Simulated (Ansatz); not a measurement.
**Field gradients of SiO2 from run to run**

Cell of run 1: a COD entry (perhaps calculated rather than measured), taken as it stands.

Space group P4_32_12 (No. 96); a = 4.9329, c = 6.4645 Å.

| site | Wyckoff | site symmetry | x | y | z |
| --- | --- | --- | --- | --- | --- |
| Si | 4a | ..2 | 0.8177 | 0.8177 | 0.5000 |
| O | 8b | 1 | 0.2683 | 0.3646 | 0.8019 |

One atom of each set is listed.

Relaxed positions (PBE, cell held):

Si (0.8169, 0.8169, 0.5000)
O (0.2693, 0.3637, 0.8000)

All runs are DFT with Ansatz 0.2.0 (plane waves and PAW, scalar-relativistic unless spin–orbit coupling is named, Γ-centred meshes, Fermi–Dirac smearing where given) in this cell.

Run 1: PBE, atoms as given; 420 eV, 4×4×3 k-points, smearing 0.02 eV.
Run 2: PBE, atoms relaxed; 420 eV, 4×4×3 k-points, smearing 0.02 eV.
Run 3: r2SCAN, at the relaxed atoms; 500 eV, 4×4×3 k-points, smearing 0.02 eV.

```csv
run,Si V_zz (η),O V_zz (η)
1,0.69 (0.24),9.07 (0.29)
2,?,?
3,0.57 (0.05),8.94 (0.32)
```

V_zz in 10²¹ V/m².

Q: Estimate the row of run 2.

A: Si: 0.60 (0.06); O: 9.06 (0.32). It lies nearest to run 3, from whose tensors on these sites it differs by 0.12 at most (largest principal value of the difference, on O). Taken one at a time, the positions of the atoms (as given or relaxed) move the tensors on these sites by up to 0.27 (largest principal value of the change, on O), the functional (r2SCAN with its higher cutoff) by 0.12 (O).

The cell is 8 % smaller than that of α-cristobalite at ambient conditions, so the entry probably stands for a crystal under pressure. In run 3 the atoms aren't at the calculated equilibrium (largest force 0.34 eV/Å).
